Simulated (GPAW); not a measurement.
Crystal: Li2O.

```
O Li
1.0
     0.00000    2.32685    2.32685
     2.32685    0.00000    2.32685
     2.32685    2.32685    0.00000
O Li
1 2
Cartesian
  0.0000 0.0000 0.0000
  1.1634 1.1634 1.1634
  3.4903 3.4903 3.4903
```

The cell comes from a database or a generator and needn't be the stable form of this composition.

Base run:

| Quantity | Value |
| --- | --- |
| Program | GPAW 26.7.0 |
| Functional | PBE |
| Potentials or basis | GPAW PAW data sets (gpaw-data 1.2.1) |
| Cutoff | 650 eV |
| Basis | pw |
| k mesh | 8 × 8 × 8 |
| Occupations | fermi-dirac, width 0.05 eV |
| Spin | no spin polarisation |

Its results: band gap on the k mesh 4.93 eV, indirect (least direct gap 5.09 eV); pressure -0.5 GPa.

Question: The run is repeated on the same cell with these changes: cutoff from 650 eV to 600 eV. What comes out?

Answer: Band gap on the k mesh 4.93 eV, indirect (least direct gap 5.09 eV); pressure -2.4 GPa.

Caveats: the cutoff is short for stress and forces, so pressures can be off by a GPa or more.

A k mesh can miss the band edges.
